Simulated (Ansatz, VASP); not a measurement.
# InP in two plane-wave programs, part 2 of 2

One calculation is typed for both programs; each brings its own data sets and cutoff. How far apart do they land? The cell is taken from a series of VASP runs on this material, whose earlier steps may have relaxed, scaled or displaced it; both programs get it as it stands.

VASP 6.6.1 and Ansatz 0.2.0.

So far: Set-up; VASP: zone-centre phonons, r2SCAN; Ansatz: zone-centre phonons, r2SCAN; Comparison; What the set-up changes.

## Step 6: Ansatz: elastic constants, r2SCAN

Level of this step: Ansatz beside VASP: Kohn-Sham DFT, plane waves, r2SCAN (Ansatz).

Elastic constants are differences of stresses under small strains, so they test the stress and the mesh.

The cell is taken from a series of VASP runs on this material, whose earlier steps may have relaxed, scaled or displaced it; both programs get it as it stands.

input.yaml

```yaml
crystal:
  lattice:
    - [0.0, 2.9518881636, 2.9518881636]
    - [2.9518881636, 0.0, 2.9518881636]
    - [2.9518881636, 2.9518881636, 0.0]
  atoms:
    - { symbol: In, position: [0.0, 0.0, 0.0] }
    - { symbol: P, position: [0.25, 0.25, 0.25] }
hamiltonian:
  xc: r2scan
  pseudopotentials: { kind: paw }
kpoints:
  mp_grid: { grid: [7, 7, 7] }
scf:
  occupations: { method: gaussian, width: 0.05 }
elastic:
  mode: relaxed_ion
  stencil: two_point
output:
  forces: true
  stress: true
```

The run is started by

```
ansatz run input.yaml --threads 4 --pin off --max-ram 9216MiB --backend cpu --events-out ev --progress --plain --runs-dir out
```

Numbers of over 12 decimals in the logs are rounded to 6 here.

What it wrote:

```text
[...]
Crystal: 2 atoms, lattice volume = 51.443 Å³
Basis set: ecut = 500 eV, 1291 PW (Γ), exchange–correlation on 128×128×128 points (64 copies of the dense FFT grid, shifted against one another)
Bands: 13, of which v1, the nominal top of the filled ones, is band 9 counted from 1 (8 counted from 0)
Symmetry: 24 space group operations
[...]
2.000e-3       0.0934       -6371.7356398       6    9821   1331   relax 0 steps, max|allowed force component| 1.11e-16 eV/Å
[...]
δ    σ_23 (GPa)             F (eV)   n_scf  n_hpsi   n_pw
    -2.000e-3      -0.0919       -6371.7356044       2    9516   1322   relax 3 steps, max|allowed force component| 3.59e-8 eV/Å
     2.000e-3       0.0919       -6371.7356044       2    9496   1322   relax 2 steps, max|allowed force component| 4.31e-7 eV/Å
[key lines of the parts left out:]
SCF converged after 2 iterations
Free energy (F): -6371.735637 eV
Fermi energy:    7.064264 eV
P = ⅓ Tr σ = 0.1034 GPa (1.034 kbar)
```

Run time: 25 s. Hardware: 4 threads of Arm Neoverse V1, shared host; peak memory 0.57 GiB.

## Step 7: VASP: elastic constants, r2SCAN

The same cell, functional, mesh and smearing now go to VASP, with its own data sets and cutoff.

INCAR

```
SYSTEM = InP
PREC = Accurate
ENCUT = 500
EDIFF = 1E-07
NELM = 100
ISMEAR = 0
SIGMA = 0.05
LREAL = .FALSE.
ALGO = Normal
METAGGA = R2SCAN
LASPH = .TRUE.
NBANDS = 15
LORBIT = 11
LWAVE = .FALSE.
LCHARG = .FALSE.
KPAR = 2
IBRION = 6
NFREE = 2
POTIM = 0.015
ISIF = 3
NSW = 1
```

POSCAR

```
InP
1.0
    0.0000000000      2.9518881636      2.9518881636
    2.9518881636      0.0000000000      2.9518881636
    2.9518881636      2.9518881636      0.0000000000
In P
1 1
Direct
    0.0000000000      0.0000000000      0.0000000000
    0.2500000000      0.2500000000      0.2500000000
```

KPOINTS

```
Automatic mesh
0
Gamma
7 7 7
0 0 0
```

PAW data sets: In_d and P (PBE family, release 64).

The run is started by

```
mpirun -np 2 vasp_std
```

What it wrote:

```text
[banner, memory and clock lines left out]
running    2 mpi-ranks, on    1 nodes
[...]
[... a notice as in an earlier step ...]

 LDA part: xc-table for (None), standard interpolation
 POSCAR, INCAR and KPOINTS ok, starting setup
[...]
entering main loop
       N       E                     dE             d eps       ncg     rms          rms(c)
DAV:   1     0.865754286514E+02    0.86575E+02   -0.84366E+03   607   0.132E+03
DAV:   2    -0.278059844861E+02   -0.11438E+03   -0.10935E+03   670   0.309E+02
DAV:   3    -0.356708422015E+02   -0.78649E+01   -0.78267E+01   803   0.841E+01
DAV:   4    -0.358904852387E+02   -0.21964E+00   -0.21957E+00   738   0.148E+01
[...]
DAV:  14    -0.322947338567E+02   -0.11490E-06   -0.11315E-07   554   0.604E-03    0.161E-02
DAV:  15    -0.322947339853E+02   -0.12855E-06   -0.39123E-07   775   0.118E-02    0.109E-02
DAV:  16    -0.322947339774E+02    0.78751E-08   -0.23506E-08   349   0.184E-03
   1 F= -.32294734E+02 E0= -.32294734E+02  d E =-.600962E-18
[... from here on, the cycles between the ionic steps are left out ...]
   2 F= -.32291178E+02 E0= -.32291178E+02  d E =-.734947E-14
   8 F= -.32292235E+02 E0= -.32292235E+02  d E =-.169191E-10
   9 F= -.32292235E+02 E0= -.32292235E+02  d E =-.169228E-10
  10 F= -.32292235E+02 E0= -.32292235E+02  d E =-.169267E-10
  11 F= -.32292235E+02 E0= -.32292235E+02  d E =-.169217E-10
  12 F= -.32292235E+02 E0= -.32292235E+02  d E =-.169482E-10
  13 F= -.32292235E+02 E0= -.32292235E+02  d E =-.169228E-10
  14 F= -.32293858E+02 E0= -.32293858E+02  d E =-.895402E-16
  15 F= -.32293857E+02 E0= -.32293857E+02  d E =-.898498E-16
  16 F= -.32293851E+02 E0= -.32293851E+02  d E =-.884796E-16
  17 F= -.32293851E+02 E0= -.32293851E+02  d E =-.902152E-16
 Finite differences progress:
  Degree of freedom:   8/  8
  Displacement:        2/  2
  Total:              16/ 16
```

Parts of OUTCAR (step 7):

```text
  Total       -0.0008839      0.0015220      0.0015220      0.0000000      0.1148161      0.0000000
  in kB       -0.0275280      0.0474032      0.0474032      0.0000000      3.5758869      0.0000000
  external PRESSURE =       0.0224261 kB  Pullay stress =       0.0000000 kB

 POSITION                                       TOTAL-FORCE (eV/Angst)
 -----------------------------------------------------------------------------------
      0.00000      0.00000      0.00000        -0.117197      0.000000      0.000000
      1.46094      1.47594      1.47594         0.117197     -0.000000     -0.000000
 -----------------------------------------------------------------------------------
    total drift:                               -0.000385     -0.000004     -0.000005

  FREE ENERGIE OF THE ION-ELECTRON SYSTEM (eV)
  ---------------------------------------------------
  free  energy   TOTEN  =       -32.2938514493 eV

  energy  without entropy=      -32.2938514493  energy(sigma->0) =      -32.29385145

[... 3 further parts left out ...]
[key lines of the parts left out:]
E-fermi :   5.0666
```

## Step 8: Differences

The two programs side by side:

| quantity | Ansatz | VASP | difference |
| --- | --- | --- | --- |
| C11 (GPa) | 98.6 | 98.2 | +0.43 % |
| C22 (GPa) | 98.6 | 98.2 | +0.43 % |
| C33 (GPa) | 98.6 | 98.2 | +0.43 % |
| C12 (GPa) | 54.0 | 53.5 | +1.10 % |
| C13 (GPa) | 54.0 | 53.5 | +1.10 % |
| C23 (GPa) | 54.0 | 53.5 | +1.10 % |
| C44 (GPa) | 46.0 | 46.2 | -0.50 % |
| C55 (GPa) | 46.0 | 46.2 | -0.50 % |
| C66 (GPa) | 46.0 | 46.2 | -0.50 % |

## Step 9: Results

```
r.m.s. difference of the optical zone-centre modes, each program's sorted by frequency (zone-centre phonons, r2SCAN) : 1.1 cm⁻¹
difference in C12 (elastic constants, r2SCAN)                                                                        : 1.1 %
```

What this shows: The difference in C12 is 1.1 % (elastic constants, r2SCAN), within the 5 % picked in this series as the mark of a large difference. For zone-centre phonons, r2SCAN, no further run moves any of the tabulated differences by more than a quarter of its size. How closely two codes agree says nothing of how well the functional describes the real material.

[Lines on the potential files, build, host, timing and source positions are cut from VASP's logs without a mark.]

[Logs are printed without paths, hosts, clocks, repeated set-up lines and the standing remarks that a program may print on its own settings, such as how far it seeks lower states.]

[Hosts, paths, dates, database ids (printed as entryN), source tags and the programs' standing remarks are cut or masked in the printed files.]
